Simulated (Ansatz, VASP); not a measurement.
**One calculation of MoS2, two programs**

Contents of INCAR:

```
SYSTEM = MoS2
PREC     = Accurate       ! precision mode
ENCUT    = 520            ! plane-wave cutoff, eV
EDIFF    = 1E-6           ! SCF threshold, eV
ISMEAR   = 0              ! smearing method
SIGMA    = 0.1            ! smearing width, eV
LREAL    = .FALSE.        ! projectors in reciprocal space
LASPH    = .TRUE.         ! aspherical terms in the spheres
NELM     = 150            ! most SCF steps
ALGO     = Normal         ! electronic algorithm
ISIF     = 2              ! what is computed and relaxed
LWAVE    = .FALSE.        ! write WAVECAR
LCHARG   = .FALSE.        ! write CHGCAR
ISPIN    = 2              ! spin polarisation
MAGMOM   = 1 0 0          ! initial moments
LORBIT   = 11             ! projections on sites
LMAXMIX  = 4              ! l up to which the mixer works
GGA      = PE             ! functional
IVDW     = 12             ! dispersion correction
NBANDS   = 24             ! bands
```

The input KPOINTS:

```
Automatic mesh
0
G
  6 6 6
  0 0 0
```

Contents of POSCAR:

```
MoS2
1.0
    1.5815003568      0.9130796567      6.1233300000
   -1.5815003568      0.9130796567      6.1233300000
    0.0000000000     -1.8261593134      6.1233300000
Mo S
1 2
Direct
    0.0000000000      0.0000000000      0.0000000000
    0.7484000000      0.7484000000      0.7484000000
    0.5849000000      0.5849000000      0.5849000000
```

Input for Ansatz:

```yaml
crystal:
  lattice:
    - [1.5815003568, 0.9130796567, 6.12333]
    - [-1.5815003568, 0.9130796567, 6.12333]
    - [0.0, -1.8261593134, 6.12333]
  atoms:
    - { symbol: Mo, position: [0.0, 0.0, 0.0], spin: 1.0 }
    - { symbol: S, position: [0.7484, 0.7484, 0.7484] }
    - { symbol: S, position: [0.5849, 0.5849, 0.5849] }
basis:
  ecutwfc: 420
kpoints:
  mp_grid: { grid: [6, 6, 6] }
hamiltonian:
  xc: pbe
  dispersion: d3bj
scf:
  occupations: { method: gaussian, width: 0.1 }
  lower_state_search: "off"
output:
  forces: true
  stress: true
  eigenvalues: true
  populations: true
magnetization:
  spin_polarized: true
```

Measurements of this composition are mostly on another form, of space group No. 194.

Alike in both runs: task single point; functional PBE; dispersion D3(BJ); k mesh 6 × 6 × 6; occupations gaussian, width 0.1 eV; collinear spin.

```csv
,VASP,Ansatz
version,VASP 6.6.1,Ansatz 0.2.0
potentials or method,"VASP PAW PBE potentials, release 64 (Mo_sv, S)","scalar-relativistic, plane waves, PAW"
plane-wave cutoff (eV),520,420
valence electrons in the cell,26,26
```

```csv
,VASP,Ansatz,Ansatz less VASP
gap on the k mesh at the Fermi level (eV),0.66,0.64,-0.020
least direct gap on the mesh (eV),1.63,1.62,-0.004
pressure (GPa),5.1,5.3,+0.16
largest component of the traceless stress (GPa),4.70,4.75,+0.051
rms of the force components (eV/Å),0.605,0.614,+0.0090
net moment per atom (μB),0.00,0.00,0.000
```

Atom by atom the forces differ by 0.009 eV/Å (rms over components). Ansatz warned: «seeded_moment_not_kept».

Caveats: forces of over 1 eV/Å show positions far from the minimum, so gaps and moduli don't describe the material at rest. A k mesh can miss the band edges. As with any semilocal functional, this PBE gap is likely too small.
